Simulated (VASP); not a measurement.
Write the native input for VASP 6.6.1 that does the following.

* Task: relaxation of cell and atoms
* Functional: PBEsol
* Potentials or basis: VASP PAW PBE potentials, release 64 (Zn, O)
* Cutoff: 600 eV
* k mesh: 12 × 12 × 6
* Occupations: gaussian, width 0.05 eV
* Spin: no spin polarisation
* Dipole correction: no
* Further INCAR settings: ALGO = Normal; EDIFF = 1e-07; IBRION = 2; EDIFFG = -0.01; NSW = 80; ISIF = 3

The structure of ZnO lies in POSCAR:

```
ZnO
1.0
    3.2601941478      0.0000000000      0.0000000000
   -1.6300970739      2.8234109532      0.0000000000
    0.0000000000      0.0000000000      5.2210884991
Zn O
2 2
Direct
    0.3333333333      0.6666666667      0.0000000000
    0.6666666667      0.3333333333      0.5000000000
    0.3333333333      0.6666666667      0.3821000000
    0.6666666667      0.3333333333      0.8821000000
```

These files were run (other wordings do the same):

INCAR

```
SYSTEM = ZnO
ALGO = Normal
EDIFF = 1E-7
EDIFFG = -0.01
ENCUT = 600
GGA = PS
IBRION = 2
ISIF = 3
ISMEAR = 0
LASPH = .TRUE.
LCHARG = .FALSE.
LREAL = .FALSE.
LWAVE = .FALSE.
NELM = 100
NSW = 80
PREC = Accurate
SIGMA = 0.05
```

KPOINTS

```
k-points
0
G
  12 12 6
  0 0 0
```

Potentials or basis: VASP PAW PBE potentials, release 64 (Zn, O).

The run is started by

```sh
$ cat potpaw_PBE.64/Zn/POTCAR potpaw_PBE.64/O/POTCAR > POTCAR
$ mpirun -np 1 vasp_std > vasp.out
```

It gave:

| Quantity | Value |
| --- | --- |
| Relaxed volume | 11.85 Å³/atom |
| Relaxed cell | a = 3.236 Å, b = 3.236 Å, c = 5.224 Å, α = 90.00°, β = 90.00°, γ = 120.00° |
| Space group after relaxing (to 0.05 Å) | P6_3mc (No. 186) |
| Energy gained by relaxing | 1.3 meV/atom |
| Ionic steps | 9 |
| Pressure after relaxing | 0.0 GPa |
| Band gap on the k mesh | 0.68 eV, direct |

Caveat: the PAW data sets were made with another functional, which shifts forces and pressure a little.

It took 3.2 min on 1 thread of Intel(R) Xeon(R) 6975P-C (Granite Rapids), with other jobs on the host, peak memory 0.24 GiB.
